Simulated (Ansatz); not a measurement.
# Bi: the cost of one run

Computed with Ansatz 0.2.0 (DFT PBE, scalar-relativistic, unless a step's input says otherwise).

## 1. The structure to begin with

The structure is monoclinic, space group C2/m (No. 12). The conventional cell has a = 6.673 Å, b = 6.111 Å, c = 3.300 Å, α = 90.00°, β = 110.41°, γ = 90.00°. Bi (site symmetry m) is surrounded by 6 Bi at 3.15 to 3.31 Å.

As a file:

```cif
data_structure
_symmetry_space_group_name_H-M 'P 1'
_symmetry_Int_Tables_number 1
_cell_length_a 4.5240
_cell_length_b 4.5240
_cell_length_c 3.3001
_cell_angle_alpha 104.904
_cell_angle_beta 104.904
_cell_angle_gamma 84.968
_cell_volume 63.06
loop_
_atom_site_label
_atom_site_type_symbol
_atom_site_fract_x
_atom_site_fract_y
_atom_site_fract_z
_atom_site_occupancy
Bi1 Bi 0.25180 0.25180 0.14900 1
Bi2 Bi 0.74820 0.74820 0.85100 1
```

Atoms are numbered in the order of the input: Bi1, Bi2.

## 2. The deformed structure

Space group C2/m before, C2/m after.

## 3. All-electron LAPW

File input.yaml:

```yaml
crystal:
  lattice:
    - [3.33628, -3.0554, 0.0]
    - [3.33628, 3.0554, 0.0]
    - [-1.15098, 0.0, 3.0310518]
  atoms:
    - { symbol: Bi, position: [0.2518, 0.2518, 0.149] }
    - { symbol: Bi, position: [0.7482, 0.7482, 0.851] }
kpoints:
  mp_grid: { grid: [8, 8, 11] }
  band_path:
    path:
      - [0.0, 0.0, 0.0]
      - [-0.4899114894, 0.4899114894, 0.0]
      - [-0.5100885106, -0.4899114894, 0.0]
      - [-0.5, -0.5, 0.0]
      - [0.0, 0.0, 0.0]
      - [-0.5, -0.5, 0.5]
      - [-0.6853654258, -0.3146345742, 0.5]
      - [-0.3146345742, 0.3146345742, 0.5]
      - [0.0, 0.0, 0.5]
    npoints: 5
scf:
  occupations: { method: fermi_dirac, width: 0.05 }
hamiltonian:
  xc: pbe
  pseudopotentials: { kind: all_electron, lapw: { basis_error: 0.00025 } }
output:
  forces: true
  stress: true
  eigenvalues: true
```

Run with:

```console
ansatz run input.yaml --threads 1 --pin off --max-ram 3072MiB --backend cpu --events-out ev --progress --plain --runs-dir out
```

Q: Estimate wall time and peak memory on 1 thread of Intel Xeon Platinum 8375C at 2.90GHz (Ice Lake), shared host.

About 1.8 min, with a peak of 0.93 GiB.
